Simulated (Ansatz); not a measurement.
**Sr (Im-3m) under several functionals**

Plane-wave DFT in Ansatz with scalar-relativistic PAW potentials. The same structure was relaxed (cell and atoms, symmetry kept) in separate runs at each level. No spin polarisation.

Task: How do the levels PBE, PBEsol, r2SCAN compare?

Result:
| level | cutoff (eV) | k mesh | V (Å³/atom) | a (Å) | B0 (GPa) |
| --- | --- | --- | --- | --- | --- |
| PBEsol | 420 | 12×12×12 | 51.046 | 4.674 | – |
| PBE | 420 | 12×12×12 | 53.836 | 4.757 | – |
| r2SCAN | 500 | 12×12×12 | 55.602 | 4.809 | 10 |

The usual order of volumes, PBEsol < PBE, holds here (51.046, 53.836 Å³/atom). As a rule PBEsol, built on the gradient expansion of slowly varying densities, lies between LDA and PBE; PBE's stronger gradient term for exchange weakens bonds. r2SCAN lies 3.3 % over PBE in volume.

This bcc form isn't the element's structure at ambient conditions.